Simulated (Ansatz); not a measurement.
Before relaxation, 1 MeCN a cell, upright, over a bridge C-C site (C, R-3m (No. 166), (0 0 1) face):

```
C N H
1.0
     7.39515    0.00000    0.00000
    -3.69757    6.40439    0.00000
     0.00000    0.00000   20.99191
C N H
20 1 3
Direct
  0.55556 0.44444 0.38110
  0.55556 0.77778 0.38110
  0.55556 0.11111 0.38110
  0.88889 0.44444 0.38110
  0.88889 0.77778 0.38110
  0.88889 0.11111 0.38110
  0.22222 0.44444 0.38110
  0.22222 0.77778 0.38110
  0.22222 0.11111 0.38110
  0.44444 0.22222 0.38118
  0.44444 0.55556 0.38118
  0.44444 0.88889 0.38118
  0.77778 0.22222 0.38118
  0.77778 0.55556 0.38118
  0.77778 0.88889 0.38118
  0.11111 0.22222 0.38118
  0.11111 0.55556 0.38118
  0.11111 0.88889 0.38118
  0.16667 0.16667 0.60795
  0.16667 0.16667 0.53825
  0.16667 0.16667 0.48312
  0.04029 0.19307 0.62557
  0.14028 0.01390 0.62557
  0.31945 0.29305 0.62557
```

Theory: DFT PBE+D3(BJ), scalar-relativistic, plane waves, PAW (Ansatz). Cutoff 420 eV; k points 3×3×1 on the computed 24-atom cell (Γ-centred); Gaussian smearing, width 0.05 eV; no spin polarisation. A dipole correction removes the field between periodic images along c.

Atoms 1 (counted from 1) are held. The cell is fixed. Force threshold 0.04 eV/Å.

| step | E − E_final (eV) | largest force (eV/Å) |
| --- | --- | --- |
| 1 | 1.392 | 2.453 |
| 2 | 0.718 | 0.352 |
| 3 | 0.521 | 0.310 |
| 4 | 0.425 | 0.350 |
| 5 | 0.371 | 0.133 |
| 6 | 0.344 | 0.089 |
| 7 | 0.337 | 0.164 |
| 8 | 0.335 | 0.167 |
| 9 | 0.333 | 0.341 |
| 10 | 0.332 | 0.776 |
| 11 | 0.323 | 0.648 |
| 12 | 0.311 | 0.640 |
| 13 | 0.300 | 0.790 |
| 14 | 0.285 | 0.767 |
| 15 | 0.267 | 0.571 |
| 16 | 0.245 | 0.370 |
| 17 | 0.227 | 0.323 |
| 18 | 0.209 | 0.392 |
| 19 | 0.191 | 0.390 |
| 20 | 0.171 | 0.327 |
| 21 | 0.151 | 0.119 |
| 22 | 0.133 | 0.172 |
| 23 | 0.114 | 0.203 |
| 24 | 0.094 | 0.190 |
| 25 | 0.073 | 0.157 |
| 26 | 0.053 | 0.115 |
| 27 | 0.036 | 0.116 |
| 28 | 0.024 | 0.145 |
| 29 | 0.020 | 0.154 |
| 30 | 0.018 | 0.197 |

Problem. What is the final structure?

Solution.
```
C N H
1.0
     7.39515    0.00000    0.00000
    -3.69757    6.40439    0.00000
     0.00000    0.00000   20.99191
C N H
20 1 3
Direct
  0.55556 0.44444 0.38110
  0.55634 0.77838 0.38124
  0.55606 0.11086 0.38124
  0.88953 0.44495 0.38130
  0.88933 0.77759 0.38105
  0.88873 0.11097 0.38099
  0.22266 0.44419 0.38117
  0.22211 0.77776 0.38129
  0.22279 0.11155 0.38087
  0.44451 0.22239 0.38100
  0.44477 0.55527 0.38120
  0.44528 0.88924 0.38132
  0.77808 0.22183 0.38122
  0.77867 0.55603 0.38121
  0.77788 0.88908 0.38101
  0.11180 0.22250 0.38091
  0.11114 0.55575 0.38134
  0.11125 0.88846 0.38105
  0.30740 0.25513 0.54302
  0.09112 0.08799 0.54062
  0.91815 0.95432 0.53868
  0.35204 0.31155 0.59206
  0.41069 0.19910 0.52559
  0.32988 0.38631 0.51295
```

The end is the local minimum or symmetric point that this start leads to.

Cost: 1 run of about 40 core-minutes, on Arm Neoverse V1 (shared hosts).